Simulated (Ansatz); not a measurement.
# Calculated with Ansatz: BaTiO$_{3}$, single run

The input file (Ansatz 0.2.0, plane waves):

```yaml
crystal:
  lattice:
    - [3.99089671, 0.0, 0.0]
    - [0.0, 7.98179341, 0.0]
    - [0.0, 0.0, 4.00795822]
  atoms:
    - { symbol: Ba, position: [0.0, 0.0, 0.0] }
    - { symbol: Ba, position: [0.0, 0.5, 0.0] }
    - { symbol: Ti, position: [0.5, 0.25, 0.482] }
    - { symbol: Ti, position: [0.5, 0.75, 0.482] }
    - { symbol: O, position: [0.5, 0.25, 0.016] }
    - { symbol: O, position: [0.5, 0.75, 0.016] }
    - { symbol: O, position: [0.5, 0.0, 0.515] }
    - { symbol: O, position: [0.5, 0.5, 0.515] }
    - { symbol: O, position: [0.0, 0.25, 0.515] }
    - { symbol: O, position: [0.0, 0.75, 0.515] }
  symmetry: { tolerance: 0.0003 }
kpoints:
  mp_grid: { grid: [5, 3, 5], shift: [0, 0, 0] }
magnetization:
  spin_polarized: false
scf:
  occupations: { method: fermi_dirac }
hamiltonian:
  pseudopotentials: { kind: paw }
  xc: r2scan
basis:
  ecutwfc: "700 eV"
output:
  forces: true
  stress: true
  eigenvalues: true
```

Run with:

```bash
ansatz run input.yaml --threads 1 --pin off --max-ram 2560MiB --backend cpu --events-out ev --progress --plain --runs-dir out
```

Origin of the cell: a database entry, scaled a little.

The smearing width isn't typed, so it takes its default of 0.1 eV.

Output (shortened):

```
Pseudopotentials: kind: paw
Pseudopotential: Ba, paw, valence charge 10, recommended cutoff 500 eV (meta_gga), Ba.paw.azcp
Pseudopotential: Ti, paw, valence charge 12, recommended cutoff 500 eV (meta_gga), Ti.paw.azcp
Pseudopotential: O, paw, valence charge 6, recommended cutoff 500 eV (meta_gga), O.paw.azcp
Functional definition: r2SCAN
  exchange = r2scan_x(k0 = k0, k1 = k1, a1 = a1)
  correlation = r2scan_c
Crystal: 10 atoms, lattice volume = 127.672 Å³
Basis set: ecut = 700 eV, 5427 PW (Γ), exchange–correlation on 144×288×144 points (64 copies of the dense FFT grid, shifted against one another)
Bands: 50, of which v1, the nominal top of the filled ones, is band 40 counted from 1 (39 counted from 0)
Symmetry: 8 space group operations
[… 11 lines left out …]
Initial density: superposition of atomic densities (neutral atoms: chi_scale 0, normalization atom), corrected by the library's trained network
Functional: x = r2scan, c = r2scan; τ floored in thin density (d = 2e-4 eV/Å³)
SCF iter   1: F=—  HF=-20367.439406 eV  Δρ=2.15e-2  dr2=7.34e-1  dr2_τ=4.77e-1
SCF iter   2: F=—  HF=-20367.652058 eV  Δρ=1.10e-2  dr2=9.12e-2  dr2_τ=3.90e-2  defer=32
SCF iter   3: F=—  HF=-20367.640005 eV  Δρ=3.74e-3  dr2=1.14e-2  dr2_τ=7.56e-4  defer=32
SCF iter   4: F=—  HF=-20367.638573 eV  Δρ=1.49e-3  dr2=2.01e-3  dr2_τ=3.16e-4  defer=32
SCF iter   5: F=—  HF=-20367.638290 eV  Δρ=3.36e-4  dr2=1.10e-4  dr2_τ=1.04e-5  defer=32
SCF iter   6: F=—  HF=-20367.638299 eV  Δρ=1.63e-4  dr2=2.96e-5  dr2_τ=4.21e-6  defer=32
SCF iter   7: F=—  HF=-20367.638390 eV  Δρ=5.05e-5  dr2=3.55e-6  dr2_τ=2.00e-7  defer=32
SCF iter   8: F=—  HF=-20367.638390 eV  Δρ=1.72e-5  dr2=4.27e-7  dr2_τ=2.86e-8  defer=32
SCF iter   9: F=-20367.638390 eV  HF=-20367.638390 eV  Δρ=4.01e-6  dr2=2.17e-8  dr2_τ=4.16e-10
SCF 1 converged in 9 iterations: F = -20367.638390 eV  dr2 = 2.17e-8
SCF converged after 9 iterations
Free energy (F): -20367.638390 eV
Harris-Foulkes:  -20367.638390 eV  (|F-HF|=1.81e-8)
Internal energy: -20367.638384 eV  (E = F + TS)
E sigma→0 (E₀):  -20367.638387 eV
Entropy (-TS):   -0.000006 eV (-0.001 meV/atom)
Fermi energy:    11.250378 eV
--- Per-component energies (eV) ---
  E_band       = -342.102999
  E_kinetic    = 1949.724925
  E_local      = -4185.843957  (includes V_loc(G=0)·N_el)
  E_nonlocal   = 398.606790
  E_hartree    = 1636.578645
  E_xc         = -951.315432
  E_vxc        = -1209.396972  (∫ρ·V_xc dr)
  E_paw        = -13570.042817  (= ΣΔE_a)
  E_vpaw       = -641.885366  (= ΣTr[D̂ρ^β])
  E_aug_tail   = 0.001510  (compensation charges beyond the density's cutoff)
  E_vtau       = 73.533088  (kinetic-family band-sum trace: ∫τ·v_τ [+ j·A + Jᵃ·Aᵃ] dr)
  E_ewald      = -5644.790321
  E_core_change = -0.557728  (= ΣΔE_core)
  E_smearing   = -0.000006  (= −TS)
  Σ components = -20367.638390   (vs F -20367.638390, Δ=0.00e0)
--- Forces (eV/Å), atoms counted from 1 ---
  atom   1  Ba     0.000000     0.000000    -0.087801
  atom   2  Ba     0.000000     0.000000    -0.087801
  atom   3  Ti     0.000000     0.000000     0.052819
  atom   4  Ti     0.000000     0.000000     0.052819
  atom   5  O     -0.000000     0.000000     0.398781
  atom   6  O     -0.000000     0.000000     0.398781
  atom   7  O      0.000000    -0.000000    -0.184127
  atom   8  O      0.000000    -0.000000    -0.184127
  atom   9  O      0.000000    -0.000000    -0.179651
  atom  10  O      0.000000    -0.000000    -0.179651
  max |Σ_I F_I| component: 4.18e-5 eV/Å
--- Stress (GPa, compression-positive) ---
        0.188525       0.000000       0.000000
        0.000000       0.187585       0.000000
        0.000000       0.000000       1.756074
  P = ⅓ Tr σ = 0.7107 GPa (7.107 kbar)
```

It ran for 52 s of wall time on 1 CPU thread(s) of a shared host, from the program's own first density.
